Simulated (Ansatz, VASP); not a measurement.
**One calculation of BP, two programs**

The input POSCAR:

```
BP
1.0
    0.0000000000      2.3136321505      2.2682668142
    2.2682668142      0.0000000000      2.2682668142
    2.2682668142      2.3136321505      0.0000000000
B P
1 1
Direct
    0.0000000000      0.0000000000      0.0000000000
    0.7500000000      0.7500000000      0.7500000000
```

Contents of INCAR.step1:

```
SYSTEM = BP
PREC = Accurate ; ENCUT = 520
ISMEAR = 0 ; SIGMA = 0.05
LREAL = .False. ; LASPH = .True.
NELM = 80 ; NBANDS = 11
GGA = PE ; ALGO = Normal
EDIFF = 1E-4 ; LWAVE = .True.
LCHARG = .False.
```

File INCAR.step2:

```
SYSTEM = BP
PREC = Accurate ; ENCUT = 520
EDIFF = 1E-6 ; ISMEAR = 0
SIGMA = 0.05 ; LREAL = .False.
LASPH = .True. ; NELM = 80
ALGO = Normal ; ISIF = 2
LWAVE = .False. ; LCHARG = .True.
METAGGA = R2SCAN ; LMIXTAU = .True.
LELF = .True. ; LVHAR = .True.
NBANDS = 11 ; ISTART = 1
```

KPOINTS

```
Automatic mesh
0
Gamma
  10 10 10
  0 0 0
```

Input for Ansatz:

```yaml
crystal:
  lattice:
    - [0.0, 2.3136321505, 2.2682668142]
    - [2.2682668142, 0.0, 2.2682668142]
    - [2.2682668142, 2.3136321505, 0.0]
  atoms:
    - { symbol: B, position: [0.0, 0.0, 0.0] }
    - { symbol: P, position: [0.75, 0.75, 0.75] }
basis:
  ecutwfc: 500
kpoints:
  mp_grid: { grid: [10, 10, 10] }
hamiltonian:
  xc: r2scan
scf:
  occupations: { method: gaussian, width: 0.05 }
output:
  forces: true
  stress: true
  eigenvalues: true
```

Change from the starting cell: strain +0.0200 x Voigt [0, 1, 0, 0, 0, 0], atoms carried along.

Alike in both runs: task single point; functional r2SCAN; k mesh 10 × 10 × 10; occupations gaussian, width 0.05 eV; no spin polarisation.

|  | VASP | Ansatz |
| --- | --- | --- |
| version | VASP 6.6.1 | Ansatz 0.2.0 |
| potentials or method | VASP PAW PBE potentials, release 64 (B, P) | scalar-relativistic, plane waves, PAW |
| plane-wave cutoff (eV) | 520 | 500 |
| valence electrons in the cell | 8 | 8 |

|  | VASP | Ansatz | Ansatz less VASP |
| --- | --- | --- | --- |
| gap on the k mesh at the Fermi level (eV) | 1.31 | 1.29 | -0.030 |
| least direct gap on the mesh (eV) | 3.50 | 3.47 | -0.040 |
| pressure (GPa) | -3.7 | -3.2 | +0.49 |
| largest component of the traceless stress (GPa) | 3.85 | 3.83 | -0.017 |

Caveats: the PAW data sets were made with another functional, which shifts forces and pressure a little (VASP). A k mesh can miss the band edges.
